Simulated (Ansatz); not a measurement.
# PtS2: the cost of one run

Method: DFT PBE, scalar-relativistic, plane waves, PAW, in Ansatz 0.2.0.

## (1) The system as given

Symmetry: P4_2/mnm, No. 136, tetragonal system. Conventional cell: a = 4.294 Å, b = 4.294 Å, c = 8.401 Å, α = 90.00°, β = 90.00°, γ = 90.00°. Pt (site symmetry mmm) is surrounded by 2 S at 1.87 Å. S (site symmetry m2m) has 1 Pt at 1.87 Å as nearest neighbours.

Coordinates:

```cif
data_structure
_symmetry_space_group_name_H-M 'P4_2/mnm'
_symmetry_Int_Tables_number 136
_cell_length_a 4.2935
_cell_length_b 4.2935
_cell_length_c 8.4011
_cell_angle_alpha 90.000
_cell_angle_beta 90.000
_cell_angle_gamma 90.000
_cell_volume 154.87
loop_
_atom_site_label
_atom_site_type_symbol
_atom_site_symmetry_multiplicity
_atom_site_Wyckoff_symbol
_atom_site_fract_x
_atom_site_fract_y
_atom_site_fract_z
_atom_site_occupancy
Pt1 Pt 2 a 0.00000 0.00000 0.00000 1
S1 S 4 g 0.69143 0.30857 0.00000 1
```

Recipe of the guess: random cell by space group and Wyckoff sites (P4_2/mnm, No. 136). The dimensions are guesses.

## (2) Probe: one point on a coarse mesh

Input file input.yaml:

```yaml
crystal:
  lattice:
    - [4.29350694, 0.0, 0.0]
    - [0.0, 4.29350694, 0.0]
    - [0.0, 0.0, 8.40105661]
  atoms:
    - { symbol: Pt, position: [0.0, 0.0, 0.0] }
    - { symbol: Pt, position: [0.5, 0.5, 0.5] }
    - { symbol: S, position: [0.69142684, 0.30857316, 0.0] }
    - { symbol: S, position: [0.30857316, 0.69142684, 0.0] }
    - { symbol: S, position: [0.19142684, 0.19142684, 0.5] }
    - { symbol: S, position: [0.80857316, 0.80857316, 0.5] }
basis:
  ecutwfc: 420
kpoints:
  mp_grid: { grid: [4, 4, 2] }
hamiltonian:
  xc: pbe
scf:
  occupations: { method: gaussian, width: 0.1 }
  lower_state_search: "off"
output:
  forces: true
  stress: true
  eigenvalues: true
```

Launch:

```sh
> ansatz run input.yaml --threads 1 --pin off --max-ram 2560MiB --backend cpu --events-out ev --progress --plain --runs-dir out
```

What time and memory should one allow on 1 thread of Arm Neoverse V2, shared host?

About 4.2 s, with a peak of 0.37 GiB.
